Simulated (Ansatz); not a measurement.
# Ir (diamond type): the cost of one run

Program: Ansatz 0.2.0. Level of theory: DFT PBE, with the methods named in each step. These are calculated values, not measurements.

This is Ir in the diamond structure; at room conditions it is fcc.

2 further runs of the same task are left out: 2 that didn't finish.

## Step 1: The system as given

The structure is cubic, space group Fd-3m (No. 227). Conventional cell: a = 5.254 Å, b = 5.254 Å, c = 5.254 Å, α = 90.00°, β = 90.00°, γ = 90.00°. Ir (site symmetry -43m) is surrounded by 4 Ir at 2.28 Å.

Coordinates:

```xyz
2
Lattice="0.0000 2.6272 2.6272 2.6272 0.0000 2.6272 2.6272 2.6272 0.0000" Properties=species:S:1:pos:R:3 pbc="T T T"
Ir   -0.6568   -0.6568   -0.6568
Ir    0.6568    0.6568    0.6568
```

Atoms are numbered in the order of the input: Ir1, Ir2.

## Step 2: The bond as given, LAPW

input.yaml reads:

```yaml
crystal:
  lattice:
    - [0.0, 2.6272165707, 2.6272165707]
    - [2.6272165707, 0.0, 2.6272165707]
    - [2.6272165707, 2.6272165707, 0.0]
  atoms:
    - { symbol: Ir, position: [-0.125, -0.125, -0.125] }
    - { symbol: Ir, position: [0.125, 0.125, 0.125] }
kpoints:
  mp_grid: { grid: [10, 10, 10] }
scf:
  occupations: { method: fermi_dirac, width: 0.05 }
hamiltonian:
  xc: pbe
  pseudopotentials: { kind: all_electron, lapw: { basis_error: 0.001 } }
output:
  forces: true
  stress: true
  eigenvalues: true
  populations: true
```

The run is started by

```
$ ansatz run input.yaml --threads 1 --pin off --max-ram 2048MiB --backend cpu --events-out ev --progress --plain --runs-dir out
```

What time and memory should one allow on 1 thread of Arm Neoverse V1, shared host?

About 43 s, with a peak of 0.49 GiB.
